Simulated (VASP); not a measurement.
# GaP (F-43m) in VASP: further runs, part 2 of 2

VASP 6.6.1.

## Step 3: Relaxation of cell and atoms, LDA

This run uses another cell than the first one, of 20.24 Å³/atom, 1.033 times its volume.

Input file INCAR:

```
ALGO     = Normal         # electronic algorithm
EDIFF    = 1E-7           # SCF threshold, eV
EDIFFG   = -0.005         # ionic threshold
ENCUT    = 600            # plane-wave cutoff, eV
GGA      = CA             # functional
IBRION   = 2              # ionic algorithm
ISIF     = 3              # what is computed and relaxed
ISMEAR   = 0              # smearing method
LASPH    = T              # aspherical terms in the spheres
LCHARG   = F              # write CHGCAR
LREAL    = F              # projectors in reciprocal space
LWAVE    = F              # write WAVECAR
NELM     = 100            # most SCF steps
NSW      = 100            # ionic steps
PREC     = Accurate       # precision mode
SIGMA    = 0.02           # smearing width, eV
```

Input file KPOINTS:

```
k-points
0
Gamma
  8 8 8
```

Input file POSCAR:

```
GaP
1.0
    0.0000000000      2.7252500000      2.7252500000
    2.7252500000      0.0000000000      2.7252500000
    2.7252500000      2.7252500000      0.0000000000
Ga P
1 1
Direct
    0.0000000000      0.0000000000      0.0000000000
    0.2500000000      0.2500000000      0.2500000000
```

Potentials or basis: VASP PAW LDA potentials, release 64 (Ga_d, P).

On the command line:

```sh
> cat potpaw_LDA.64/Ga_d/POTCAR potpaw_LDA.64/P/POTCAR > POTCAR
> mpirun -np 1 vasp_std > vasp.out
```

OUTCAR:

```text
EDIFF = 1E-7
   EDIFFG = -0.005
   ENCUT = 600
   GGA = CA
   IBRION = 2
   ISIF = 3
   ISMEAR = 0
   LASPH = T
   LREAL = F
   NELM = 100
   NSW = 100
   PREC = Accurate

 ion  position               nearest neighbor table
   1  0.000  0.000  0.000-   2 2.36   2 2.36   2 2.36   2 2.36
   2  0.250  0.250  0.250-   1 2.36   1 2.36   1 2.36   1 2.36

  LATTYP: Found a face centered cubic cell.
 ALAT       =     5.4505000000

  Lattice vectors:

 A1 = (   0.0000000000,   2.7252500000,   2.7252500000)
 A2 = (   2.7252500000,   0.0000000000,   2.7252500000)
 A3 = (   2.7252500000,   2.7252500000,   0.0000000000)

Analysis of symmetry for initial positions (statically):
=====================================================================
 Subroutine PRICEL returns:
 Original cell was already a primitive cell.

 Routine SETGRP: Setting up the symmetry group for a
 face centered cubic supercell.

 Subroutine GETGRP returns: Found 24 space group operations
 (whereof 24 operations were pure point group operations)
 out of a pool of 48 trial point group operations.

The static configuration has the point symmetry T_d .

Analysis of symmetry for dynamics (positions and initial velocities):
=====================================================================
 Subroutine PRICEL returns:
 Original cell was already a primitive cell.

 Routine SETGRP: Setting up the symmetry group for a
 face centered cubic supercell.

 Subroutine GETGRP returns: Found 24 space group operations
 (whereof 24 operations were pure point group operations)
 out of a pool of 48 trial point group operations.

The dynamic configuration has the point symmetry T_d .

 Subroutine INISYM returns: Found 24 space group operations
 (whereof 24 operations are pure point group operations),
 and found     1 'primitive' translations

----------------------------------------------------------------------------------------

                                     Primitive cell

  volume of cell :      40.4808

  direct lattice vectors                    reciprocal lattice vectors
     0.000000000  2.725250000  2.725250000    -0.183469406  0.183469406  0.183469406
     2.725250000  0.000000000  2.725250000     0.183469406 -0.183469406  0.183469406
     2.725250000  2.725250000  0.000000000     0.183469406  0.183469406 -0.183469406

  length of vectors
     3.854085511  3.854085511  3.854085511     0.317778334  0.317778334  0.317778334

  position of ions in fractional coordinates (direct lattice)
     0.000000000  0.000000000  0.000000000
     0.250000000  0.250000000  0.250000000

  ion indices of the primitive-cell ions
   primitive index   ion index
                 1           1
                 2           2

----------------------------------------------------------------------------------------

 KPOINTS: k-points

Automatic generation of k-mesh.
 Grid dimensions read from file:
 generate k-points for:    8    8    8

 Generating k-lattice:

  Cartesian coordinates                     Fractional coordinates (reciprocal lattice)
    -0.022933676  0.022933676  0.022933676     0.125000000  0.000000000  0.000000000
[... 47 lines left out ...]
   NGX,Y,Z   is equivalent  to a cutoff of  13.80, 13.80, 13.80 a.u.
   NGXF,Y,Z  is equivalent  to a cutoff of  27.61, 27.61, 27.61 a.u.
 SYSTEM =  unknown system
   PREC   = accura    normal or accurate (medium, high low for compatibility)
   ISTART =      0    job   : 0-new  1-cont  2-samecut
   ICHARG =      2    charge: 1-file 2-atom 10-const
   ISPIN  =      1    spin polarized calculation?
   LNONCOLLINEAR =      F non collinear calculations
   LSORBIT =      F    spin-orbit coupling
   LASPH  =      T    aspherical Exc in radial PAW
   ENCUT  =  600.0 eV  44.10 Ry    6.64 a.u.   7.70  7.70  7.70*2*pi/ulx,y,z
   NELM   =    100;   NELMIN=  2; NELMDL= -5     # of ELM steps
   EDIFF  = 0.1E-06   stopping-criterion for ELM
   LREAL  =      F    real-space projection
   EDIFFG = -.5E-02   stopping-criterion for IOM
   NSW    =    100    number of steps for IOM
   IBRION =      2    ionic relax: 0-MD 1-quasi-New 2-CG
   NFREE  =      1    steps in history (QN), initial steepest desc. (CG)
   ISIF   =      3    stress and relaxation
   ISYM   =      2    0-nonsym 1-usesym 2-fastsym
   POTIM  = 0.5000    time-step for ionic-motion
   TEBEG  =    0.0;   TEEND  =   0.0 temperature during run
   PSTRESS=    0.0 pullay stress
   NELECT =      18.0000    total number of electrons
   NUPDOWN=      -1.0000    fix difference up-down
   EMIN   =  10.00;   EMAX   =-10.00  energy-range for DOS
   EFERMI =   0.00;   METHOD = LEGACY
   ISMEAR =     0;   SIGMA  =   0.02  broadening in eV -4-tet -1-fermi 0-gaus
   EFERMI_NEDOS =   21; number of points for ismear=-14 and -15
   IALGO  =     38    algorithm
   IMIX   =      4    mixing-type and parameters
     AMIX     =   0.40;   BMIX     =  1.00
     AMIX_MAG =   1.60;   BMIX_MAG =  1.00
  volume/ion in A,a.u.               =      20.24       136.59
  Fermi-wavevector in a.u.,A,eV,Ry     =   1.249538  2.361284 21.243377  1.561344
  Thomas-Fermi vector in A             =   2.383574
   LORBIT       =      0    0 simple, 1 ext, 2 COOP (PROOUT), +10 PAW based schemes
   GGA     = CA    functional components
   LHFCALC =     F    Hartree Fock is set to
   AEXX    =    0.0000 exact exchange contribution
   IVDW    =     0    specifies the selected vdW correction
   LEPSILON=     F    determine dielectric tensor
   LRPA    =     F    only Hartree local field effects (RPA)
 conjugate gradient relaxation of ions
 non-spin polarized calculation
 Gauss-broadening in eV      SIGMA  =   0.02
  energy-cutoff  :      600.00
  volume of cell :       40.48
 maximum number of plane-waves:      1365
   NGX = 15   NGY = 15   NGZ = 15

--------------------------------------- Ionic step        1  -------------------------------------------

 number of electron      18.0000003 magnetization

 Free energy of the ion-electron system (eV)
  ---------------------------------------------------
  ext. energy  EPLUGINS =         0.00000000
  ---------------------------------------------------
  free energy    TOTEN  =       -10.44028116 eV

  energy without entropy =      -10.44028116  energy(sigma->0) =      -10.44028116

------------------------ aborting loop because EDIFF is reached ----------------------------------------

  FORCE on cell =-STRESS in cart. coord.  units (eV):
  Direction    XX          YY          ZZ          XY          YZ          ZX
  --------------------------------------------------------------------------------------
  -------------------------------------------------------------------------------------
  Total       -0.6709432     -0.6709432     -0.6709432      0.0000000      0.0000000      0.0000000
  in kB      -26.5550597    -26.5550597    -26.5550597      0.0000000      0.0000000      0.0000000
  external PRESSURE =     -26.5550597 kB  Pullay stress =       0.0000000 kB
[... 59 lines left out ...]
--------------------------------------- Ionic step        3  -------------------------------------------

 number of electron      18.0000007 magnetization

 Free energy of the ion-electron system (eV)
  ---------------------------------------------------
  ext. energy  EPLUGINS =         0.00000000
  ---------------------------------------------------
  free energy    TOTEN  =       -10.45108733 eV

  energy without entropy =      -10.45108733  energy(sigma->0) =      -10.45108733

 E-fermi :   4.9216     XC(G=0): -10.3060

 val. band max:        4.8373331056   @ k =   0.0000   0.0000   0.0000
 cond. band min:       6.2690908918   @ k =   0.5000   0.5000   0.0000
 fundamental gap:      1.4317577861
 Fermi energy:         4.9216226412

 k-point     1 :       0.0000    0.0000    0.0000
  band No.  band energies     occupation
      1      -9.9272      2.00000
      2      -9.9272      2.00000
      3      -9.9272      2.00000
      4      -9.8192      2.00000
      5      -9.8192      2.00000
      6      -7.9149      2.00000
      7       4.8373      2.00000
      8       4.8373      2.00000
      9       4.8373      2.00000
     10       6.7383      0.00000
     11       8.6209      0.00000
     12       8.6209      0.00000
     13       8.6209      0.00000
[... 354 lines left out ...]
  band No.  band energies     occupation
      1     -10.0188      2.00000
      2      -9.8940      2.00000
      3      -9.8803      2.00000
      4      -9.8252      2.00000
      5      -9.8112      2.00000
      6      -5.2947      2.00000
      7      -1.8122      2.00000
      8       1.4777      2.00000
      9       2.7897      2.00000
     10       8.2719      0.00000
     11       8.9894      0.00000
     12      11.2983      0.00000
     13      12.7363      0.00000

 [... further k-points ...]
[... 5 lines left out ...]
  --------------------------------------------------------------------------------------
  -------------------------------------------------------------------------------------
  Total       -0.0018537     -0.0018537     -0.0018537     -0.0000000      0.0000000     -0.0000000
  in kB       -0.0757312     -0.0757312     -0.0757312     -0.0000000      0.0000000     -0.0000000
  external PRESSURE =      -0.0757312 kB  Pullay stress =       0.0000000 kB
[... 17 lines left out ...]
  FREE ENERGIE OF THE ION-ELECTRON SYSTEM (eV)
  ---------------------------------------------------
  free  energy   TOTEN  =       -10.4510873286 eV

  energy  without entropy=      -10.4510873286  energy(sigma->0) =      -10.45108733

 reached required accuracy - stopping structural energy minimisation
```

Wall time 38 s (1 thread of AMD EPYC 7R43 (Zen 3), shared host); peak memory 0.14 GiB.

Results:

```
Free energy                            : -10.4511 eV
Relaxed volume                         : 19.61 Å³/atom
Relaxed cell                           : a = 3.814 Å, b = 3.814 Å, c = 3.814 Å, α = 60.00°, β = 60.00°, γ = 60.00°
Space group after relaxing (to 0.05 Å) : F-43m (No. 216)
Energy gained by relaxing              : 5.4 meV/atom
Ionic steps                            : 3
Pressure after relaxing                : 0.0 GPa
Band gap on the k mesh                 : 1.43 eV, indirect (least direct gap 1.90 eV)
```

The path:
```tsv
step	energy change (eV)	largest force (eV/Å)	pressure (GPa)	volume (Å³)
1	0.0000	0.0000	-2.66	40.48
2	-0.0075	0.0000	1.61	38.55
3	-0.0108	0.0000	-0.01	39.22
```

Final structure:
```cif
data_structure
_symmetry_space_group_name_H-M 'P 1'
_symmetry_Int_Tables_number 1
_cell_length_a 3.8136
_cell_length_b 3.8136
_cell_length_c 3.8136
_cell_angle_alpha 60.000
_cell_angle_beta 60.000
_cell_angle_gamma 60.000
_cell_volume 39.22
loop_
_atom_site_label
_atom_site_type_symbol
_atom_site_fract_x
_atom_site_fract_y
_atom_site_fract_z
_atom_site_occupancy
Ga1 Ga 0.00000 0.00000 0.00000 1
P1 P 0.25000 0.25000 0.25000 1
```

A k mesh can miss the band edges. Zero-point motion and thermal expansion aren't in these numbers.

## Step 4: Single point, LDA

This run uses another cell than the first one, of 20.24 Å³/atom, 1.033 times its volume.

Input file INCAR:

```
SYSTEM = GaP
PREC = Accurate ; ENCUT = 520
EDIFF = 1E-6 ; ISMEAR = 0
SIGMA = 0.1 ; LREAL = .FALSE.
LASPH = .TRUE. ; NELM = 80
ALGO = Fast ; ISIF = 2
LWAVE = .FALSE. ; LCHARG = .TRUE.
LELF = .TRUE. ; LVHAR = .TRUE.
NBANDS = 16
```

Input file KPOINTS:

```
Automatic mesh
0
G
  6 6 6
  0 0 0
```

POSCAR is that of step 3.

On the command line:

```sh
> cat potpaw_LDA.64/Ga_d/POTCAR potpaw_LDA.64/P/POTCAR > POTCAR
> mpirun -np 1 vasp_std > vasp.out
```

Run time: 14 s. Hardware: 1 thread of AMD EPYC 7R43 (Zen 3), shared host; peak memory 0.12 GiB.

It converged, with:

```
Free energy            : -10.4249 eV
Pressure               : -2.7 GPa
Band gap on the k mesh : 1.49 eV, indirect (least direct gap 1.63 eV)
```

Levels at points of the mesh, in eV from the valence-band top:
| k point | band 5 | band 6 | band 7 | band 8 | band 9 | band 10 | band 11 | band 12 | band 13 | band 14 |
| --- | --- | --- | --- | --- | --- | --- | --- | --- | --- | --- |
| (0.00, 0.00, 0.00) | -14.62 | -12.51 | 0.00 | 0.00 | 0.00 | 1.63 | 3.79 | 3.79 | 3.79 | 8.49 |
| (0.50, 0.00, 0.00) | -14.61 | -10.43 | -6.71 | -1.13 | -1.13 | 1.51 | 4.63 | 4.63 | 8.04 | 10.64 |
| (0.50, 0.50, 0.00) | -14.59 | -9.51 | -6.84 | -2.71 | -2.71 | 1.49 | 1.68 | 10.45 | 10.45 | 10.96 |

## Step 5: Summary

| task | cell | k mesh | cutoff (eV) | smearing | gap on the mesh (eV) | pressure (GPa) |
| --- | --- | --- | --- | --- | --- | --- |
| single point | F-43m, 19.59 Å³/atom | 8 × 8 × 8 | 520 | gaussian 0.02 eV | 1.43 | 0.1 |
| relaxation of cell and atoms | relaxed | 8 × 8 × 8 | 600 | gaussian 0.02 eV | 1.43 | 0.0 |
| single point | F-43m, 20.24 Å³/atom | 6 × 6 × 6 | 520 | gaussian 0.1 eV | 1.49 | -2.7 |

Alike in all rows: level LDA; potentials or basis VASP PAW LDA potentials, release 64 (Ga_d, P); no spin polarisation.

Absolute energies hang on the potentials; compare differences alone.

## Step 6: How close it comes

Step 2. Measured gap of GaP: 2.34 eV (indirect; 10 K; quoted in “Stacking defects in GaP nanowires: Electronic structure and optical properties”, 2018, arxiv:1810.01194). This calculation gives 1.43 eV (-0.91 eV). Spin-orbit coupling on Ga is left out. The value is that of LDA on a finite k mesh, which can miss the band edges, without temperature or zero-point motion. Semilocal functionals fall short of measured gaps as a rule.

Step 4. Measured gap of GaP: 2.34 eV (indirect; 10 K; quoted in “Stacking defects in GaP nanowires: Electronic structure and optical properties”, 2018, arxiv:1810.01194). This calculation gives 1.49 eV (-0.85 eV). Spin-orbit coupling on Ga is left out. The value is that of LDA on a finite k mesh, which can miss the band edges, without temperature or zero-point motion. Semilocal functionals fall short of measured gaps as a rule.
